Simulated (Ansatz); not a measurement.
## NbP, single point

NbP is taken as an experimental structure (space group I4_1/amd, primitive cell doubled), 8 atoms in the cell. The computed pressure is over 10 GPa in size, so the cell is far from the computed equilibrium volume. Source: COD entry 9008973; it may be a high-temperature, high-pressure or metastable form.

All numbers below come from DFT, r2SCAN, PAW, plane waves, scalar-relativistic in Ansatz.

Input file:

```yaml
crystal:
  lattice:
    - [-1.6625, 1.6625, 5.69]
    - [3.325, -3.325, 11.38]
    - [1.6625, 1.6625, -5.69]
  atoms:
    - { symbol: Nb, position: [0.0, 0.0, 0.0], spin: 1.4 }
    - { symbol: Nb, position: [0.0, 0.5, 0.0], spin: 1.4 }
    - { symbol: Nb, position: [0.75, 0.125, 0.5], spin: 1.4 }
    - { symbol: Nb, position: [0.75, 0.625, 0.5], spin: 1.4 }
    - { symbol: P, position: [0.5, 0.25, 0.0] }
    - { symbol: P, position: [0.5, 0.75, 0.0] }
    - { symbol: P, position: [0.25, 0.375, 0.5] }
    - { symbol: P, position: [0.25, 0.875, 0.5] }
magnetization:
  spin_polarized: true
hamiltonian:
  xc: r2scan
  pseudopotentials: { kind: paw }
basis:
  ecutwfc: 500
kpoints:
  mp_grid: { grid: [4, 2, 6] }
scf:
  occupations: { method: fermi_dirac, width: 0.05 }
  lower_state_search: "off"
output:
  forces: true
  stress: true
```

What the program printed (shortened):

```
Warning: crystal.symmetry: narrowed to the stabiliser of the k-point mesh — unitary ops 8 → 4; excluded 4 operations that carry a point of the 4×2×6 mesh (shift [0, 0, 0]) off the mesh (the run samples exactly the mesh kpoints.mp_grid names, as under crystal.symmetry.detect: false, and its converged state has the mesh's symmetry, not the crystal's; [...]
basis.fft_grid_basis auto: the FFT boxes are laid along the combinations [[1, 0, 1], [0, 1, 2], [0, 0, 1]] of the cell's own vectors, 3.325, 6.650 and 6.157 Å long. The dense box has 25×50×45 points. Along the cell's own vectors, as sized, it would have 45×90×45, 3.24 times as many. [...]
Pseudopotentials: kind: paw
Pseudopotential: Nb, paw, valence charge 13, recommended cutoff 500 eV (meta_gga), Nb.paw.azcp
Pseudopotential: P, paw, valence charge 5, recommended cutoff 500 eV (meta_gga), P.paw.azcp
Functional definition: r2SCAN
Crystal: 8 atoms, lattice volume = 125.813 Å³
Basis set: ecut = 500 eV, 3181 PW (Γ), FFT grids on a1+a3, a2+2a3, a3, exchange–correlation on 100×200×180 points (64 copies of the dense FFT grid, shifted against one another)
Bands: 47, of which v1, the nominal top of the filled ones, is band 36 counted from 1 (35 counted from 0)
Symmetry: 4 space group operations
k-points: 28 of 48
Non-local potential: Nb, projectors of the file, l = 0: 3, l = 1: 2, l = 2: 2, l = 3: 1
Non-local potential: P, projectors of the file, l = 0: 2, l = 1: 2, l = 2: 2
PAW frozen core: Nb, regenerated for the run's functional (the file was generated under x = pbe(κ = 0.804, μ = 0.2195149727645171), c = pbe(β = 0.06672455060314922))
PAW frozen core: P, regenerated for the run's functional (the file was generated under x = pbe(κ = 0.804, μ = 0.2195149727645171), c = pbe(β = 0.06672455060314922))
Initial density: superposition of atomic densities (chi_scale 0.1, normalization cell)
Starting moments: Σ|m| = 5.6 μB on 4 of 8 sites
Initial wavefunctions: pseudopotential atomic-orbital guess
Functional: x = r2scan, c = r2scan; τ floored in thin density (d = 2e-4 eV/Å³)
SCF iter   1: F=-21284.567640 eV  HF=-21295.451575 eV  |F-HF|=1.09e1  |Δ(HF+E_count)|=         —  Δρ=7.78e-2 (↑7.78e-2 ↓3.62e-2)  dr2=1.52e1  dr2_τ=3.05e-1  dr2_m=2.06e0  M=1.454 μB ∫|m|=1.802 μB  β_m=0.30  ethr=3.10e-3  ⟨swp⟩=8.2  Hψ=11772  notcnv=0
preconditioner: auto → Kerker (q_TF=auto, 2.486 Å⁻¹)  [metal: Δε(μ)=0.009 eV  Ē_g=7.999 eV  σ=0.050 eV  W_gap=0.04  n_scr=28 (ndim 8)  ℏωp=20.9 eV  f_vac=0.000  D(μ)=4.72/eV (n_scr^D=40)]
spin=Collinear: Kerker preconditioning applied to the charge; magnetization (m = ρ↑ − ρ↓) channel mixes plain (no charge-response kernel on spin).
SCF iter   2: F=-21289.787465 eV  HF=-21293.578945 eV  |F-HF|=3.79e0  |Δ(HF+E_count)|=    1.87e0  Δρ=5.30e-2 (↑5.30e-2 ↓2.67e-2)  dr2=6.02e0  dr2_τ=4.25e-2  dr2_m=1.06e0  M=1.379 μB ∫|m|=1.617 μB  β_m=0.30  ethr=3.10e-3  ⟨swp⟩=3.2  Hψ=5449  notcnv=0  defer=117  κ⁻¹=1.0e0(r=1)
SCF iter   3: F=-21292.897314 eV  HF=-21292.656357 eV  |F-HF|=2.41e-1  |Δ(HF+E_count)|=   9.23e-1  Δρ=2.71e-2 (↑2.13e-2 ↓2.71e-2)  dr2=4.04e-1  dr2_τ=7.80e-2  dr2_m=5.72e-1  M=1.123 μB ∫|m|=1.374 μB  β_m=0.30  ethr=3.10e-3  ⟨swp⟩=3.6  Hψ=5561  notcnv=0  defer=113  κ⁻¹=9.1e-4(r=2)
SCF iter   4: F=-21292.526690 eV  HF=-21293.051511 eV  |F-HF|=5.25e-1  |Δ(HF+E_count)|=   3.95e-1  Δρ=2.54e-2 (↑2.54e-2 ↓1.26e-2)  dr2=9.20e-1  dr2_τ=1.96e-2  dr2_m=3.29e-1  M=1.053 μB ∫|m|=1.221 μB  β_m=0.30  ethr=5.62e-4  ⟨swp⟩=3.3  Hψ=5902  notcnv=0  defer=116  κ⁻¹=3.3e-4(r=3)
SCF iter   5: F=-21293.077657 eV  HF=-21292.957313 eV  |F-HF|=1.20e-1  |Δ(HF+E_count)|=   9.42e-2  Δρ=1.31e-2 (↑1.27e-2 ↓1.31e-2)  dr2=3.27e-3  dr2_τ=9.10e-3  dr2_m=1.90e-1  M=0.860 μB ∫|m|=1.045 μB  β_m=0.30  ethr=5.62e-4  ⟨swp⟩=3.2  Hψ=5367  notcnv=0  defer=116  κ⁻¹=3.1e-5(r=4)
SCF iter   6: F=-21293.093936 eV  HF=-21293.019286 eV  |F-HF|=7.46e-2  |Δ(HF+E_count)|=   6.20e-2  Δρ=9.99e-3 (↑9.99e-3 ↓9.75e-3)  dr2=1.01e-3  dr2_τ=1.71e-3  dr2_m=1.12e-1  M=0.742 μB ∫|m|=0.916 μB  β_m=0.30  ethr=4.54e-6  ⟨swp⟩=2.1  Hψ=5419  notcnv=0  defer=109  κ⁻¹=1.2e-5(r=5)
SCF iter   7: F=-21293.103992 eV  HF=-21293.058353 eV  |F-HF|=4.56e-2  |Δ(HF+E_count)|=   3.91e-2  Δρ=7.81e-3 (↑7.46e-3 ↓7.81e-3)  dr2=9.00e-4  dr2_τ=9.00e-4  dr2_m=6.71e-2  M=0.639 μB ∫|m|=0.804 μB  β_m=0.52  ethr=1.41e-6  ⟨swp⟩=2.1  Hψ=4802  notcnv=0  defer=109
Mixer restart at iter 7: flushing history
[... 2 iterations left out ...]
SCF iter  10: F=-21293.132637 eV  HF=-21293.131054 eV  |F-HF|=1.58e-3  |Δ(HF+E_count)|=   4.85e-3  Δρ=3.30e-4 (↑2.15e-4 ↓3.30e-4)  dr2=1.09e-4  dr2_τ=5.27e-6  dr2_m=5.73e-5  M=0.079 μB ∫|m|=0.108 μB  β_m=1.20  ethr=3.29e-7  ⟨swp⟩=3.1  Hψ=5759  notcnv=0  defer=109  κ⁻¹=2.1e-3(r=3)
SCF iter  11: F=-21293.133137 eV  HF=-21293.132759 eV  |F-HF|=3.78e-4  |Δ(HF+E_count)|=   1.70e-3  Δρ=1.09e-4 (↑8.20e-5 ↓1.09e-4)  dr2=2.87e-5  dr2_τ=3.44e-7  dr2_m=1.56e-6  M=0.022 μB ∫|m|=0.025 μB  β_m=0.41  ethr=1.51e-7  ⟨swp⟩=3.2  Hψ=5612  notcnv=0  defer=109  κ⁻¹=4.1e-4(r=4)
SCF iter  12: F=-21293.133167 eV  HF=-21293.133121 eV  |F-HF|=4.52e-5  |Δ(HF+E_count)|=   3.63e-4  Δρ=6.74e-5 (↑6.74e-5 ↓5.23e-5)  dr2=6.13e-6  dr2_τ=1.30e-7  dr2_m=2.31e-6  M=0.001 μB ∫|m|=0.008 μB  β_m=0.30  ethr=3.99e-8  ⟨swp⟩=2.2  Hψ=4700  notcnv=0  defer=112  κ⁻¹=3.2e-5(r=5)
SCF iter  13: F=-21293.133169 eV  HF=-21293.133163 eV  |F-HF|=5.92e-6  |Δ(HF+E_count)|=   4.21e-5  Δρ=4.37e-5 (↑4.37e-5 ↓3.33e-5)  dr2=8.67e-7  dr2_τ=3.03e-8  dr2_m=1.52e-6  M=-0.003 μB ∫|m|=0.009 μB  β_m=1.20  ethr=8.51e-9  ⟨swp⟩=2.0  Hψ=4556  notcnv=0  defer=112  κ⁻¹=5.0e-6(r=6)
SCF iter  14: F=-21293.133174 eV  HF=-21293.133172 eV  |F-HF|=2.00e-6  |Δ(HF+E_count)|=   8.42e-6  Δρ=1.45e-5 (↑1.45e-5 ↓9.70e-6)  dr2=1.53e-7  dr2_τ=1.24e-8  dr2_m=1.47e-7  M=-0.003 μB ∫|m|=0.004 μB  β_m=1.20  ethr=1.20e-9  ⟨swp⟩=3.2  Hψ=5534  notcnv=0  defer=112  κ⁻¹=2.1e-6(r=7)
SCF iter  15: F=-21293.133175 eV  HF=-21293.133174 eV  |F-HF|=4.04e-7  |Δ(HF+E_count)|=   2.50e-6  Δρ=4.08e-6 (↑4.08e-6 ↓2.44e-6)  dr2=4.02e-8  dr2_τ=1.22e-9  dr2_m=5.80e-9  M=-0.000 μB ∫|m|=0.001 μB  β_m=1.20  ethr=1.39e-10  ⟨swp⟩=12.8  Hψ=13221  notcnv=0  κ⁻¹=5.1e-7(r=8)
SCF iter  16: F=-21293.133175 eV  HF=-21293.133175 eV  |F-HF|=1.98e-7  |Δ(HF+E_count)|=   2.49e-7  Δρ=1.55e-6 (↑1.43e-6 ↓1.55e-6)  dr2=5.47e-9  dr2_τ=1.82e-10  dr2_m=6.44e-10  M=-0.000 μB ∫|m|=0.000 μB  β_m=0.33  ethr=5.58e-11  ⟨swp⟩=4.0  Hψ=7792  notcnv=0  κ⁻¹=1.8e-7(r=8)
iter 17 did not close the SCF: its close was put off for a magnetic moment that had not settled (scf_convergence_deferred on its scf_iter line)
SCF iter  17: F=-21293.133175 eV  HF=-21293.133175 eV  |F-HF|=5.32e-8  |Δ(HF+E_count)|=   1.52e-7  Δρ=1.06e-6 (↑1.06e-6 ↓9.05e-7)  dr2=2.31e-9  dr2_τ=7.92e-11  dr2_m=3.50e-10  M=-0.000 μB ∫|m|=0.000 μB  β_m=0.66  ethr=7.59e-12  ⟨swp⟩=3.0  Hψ=6927  notcnv=0  κ⁻¹=1.1e-6(r=8)
iter 18 did not close the SCF: its close was put off for a magnetic moment that had not settled (scf_convergence_deferred on its scf_iter line)
SCF iter  18: F=-21293.133175 eV  HF=-21293.133175 eV  |F-HF|=1.07e-9  |Δ(HF+E_count)|=   5.47e-8  Δρ=7.10e-7 (↑7.10e-7 ↓4.69e-7)  dr2=4.48e-10  dr2_τ=1.01e-11  dr2_m=2.86e-10  M=0.000 μB ∫|m|=0.000 μB  β_m=0.88  ethr=3.21e-12  ⟨swp⟩=1.0  Hψ=7480  notcnv=0  κ⁻¹=1.4e-6(r=8)
SCF iter  19: F=-21293.133175 eV  HF=-21293.133175 eV  |F-HF|=2.72e-9  |Δ(HF+E_count)|=  9.39e-10  Δρ=2.01e-7 (↑2.01e-7 ↓1.78e-7)  dr2=6.62e-11  dr2_τ=1.65e-12  dr2_m=2.25e-11  M=-0.000 μB ∫|m|=0.000 μB  ethr=1.00e-12  ⟨swp⟩=1.0  Hψ=7456  notcnv=0
WARN: the starting moments were not kept: the SCF closed with an absolute magnetisation of 2.9e-5 μB, where they sum to 5.6 μB in size (4 sites). That is at most 0.1 of that sum. Measured as dr2_m measures the in/out step, that magnetisation stands 3.4e-11 eV from none, at or under the dr2_threshold of 1.0e-7 eV: it is no larger than a step whose dr2_m would equal this threshold. The system may hold no moment; this SCF shows only that its start led to no more than that. [...]
SCF 1 converged in 19 iterations: F = -21293.133175 eV  dr2 = 6.62e-11
  greatest PAW one-centre occupation: 1.000 electrons in one spin orbital (limit 2), on the Nb atom at site 3 (counted from 0), in its partial waves of l = 0
this state was not tested for a lower state beside it, because the mixer in use, unlike msr1, does not test its closes by its own steps (another_mixer; see scf.mixing.algorithm and scf.lower_state_search)
SCF converged after 19 iterations
Magnetization: -0.0000 μB (36.0000 up, 36.0000 down)
Absolute magnetization: 0.0000 μB (∫|ρ↑−ρ↓|, with the PAW one-centre terms)
Spin contamination: 0.0000 ħ² per cell (⟨S²⟩ above its minimum at these occupations)
Per-site moments (μB) at R_I (Å): [(-7.3973e-7, 0.9698), (-7.3973e-7, 0.9698), (-7.3973e-7, 0.9698), (-7.3973e-7, 0.9698), (3.4766e-7, 0.9698), (3.4766e-7, 0.9698), (3.4766e-7, 0.9698), (3.4766e-7, 0.9698)]
Free energy (F): -21293.133175 eV
Harris-Foulkes:  -21293.133175 eV  (|F-HF|=2.72e-9)
Internal energy: -21293.082069 eV  (E = F + TS)
E sigma→0 (E₀):  -21293.107622 eV
Entropy (-TS):   -0.051105 eV (-6.388 meV/atom)
Fermi energy:    15.676779 eV
--- Per-component energies (eV) ---
  E_band       = -310.369365
  E_kinetic    = 1886.879894
  E_local      = -3480.361726  (includes V_loc(G=0)·N_el)
  E_nonlocal   = 613.600168
  E_hartree    = 1143.336299
  E_xc         = -923.361274
  E_vxc        = -1223.636056  (∫ρ·V_xc dr)
  E_paw        = -14666.016385  (= ΣΔE_a)
  E_vpaw       = -465.660118  (= ΣTr[D̂ρ^β])
  E_aug_tail   = 0.000019  (compensation charges beyond the density's cutoff)
  E_vtau       = 72.136086  (kinetic-family band-sum trace: ∫τ·v_τ [+ j·A + Jᵃ·Aᵃ] dr)
  E_ewald      = -5866.025971
  E_core_change = -1.133091  (= ΣΔE_core)
  E_smearing   = -0.051105  (= −TS)
  E_closure    = 0.000000  (closes the sum)
  Σ components = -21293.133175   (vs F -21293.133175, Δ=0.00e0)
--- Forces (eV/Å), atoms counted from 1 ---
  atom   1  Nb     0.01093449    -0.01093449     0.00000002
  atom   2  Nb     0.01093449    -0.01093449     0.00000002
  atom   3  Nb    -0.01093449     0.01093449    -0.00000002
  atom   4  Nb    -0.01093449     0.01093449    -0.00000002
  atom   5  P     -0.00536056     0.00536056     0.00000000
  atom   6  P     -0.00536056     0.00536056     0.00000000
  atom   7  P      0.00536056    -0.00536056    -0.00000000
  atom   8  P      0.00536056    -0.00536056    -0.00000000
  max |Σ_I F_I| component: 3.47e-18 eV/Å
--- Stress (GPa, compression-positive) ---
       33.310681      -0.591082       0.105764
       -0.591082      33.310682       0.105764
        0.105764       0.105764     -10.381551
  P = ⅓ Tr σ = 18.7466 GPa (187.466 kbar)
```

The mesh has less symmetry than the lattice, which lowers the symmetry of the run. The program warns that the starting moments weren't kept.

The run took 60 s on 2 threads of Arm Neoverse V2, with other jobs on the host, peak memory 0.82 GiB.
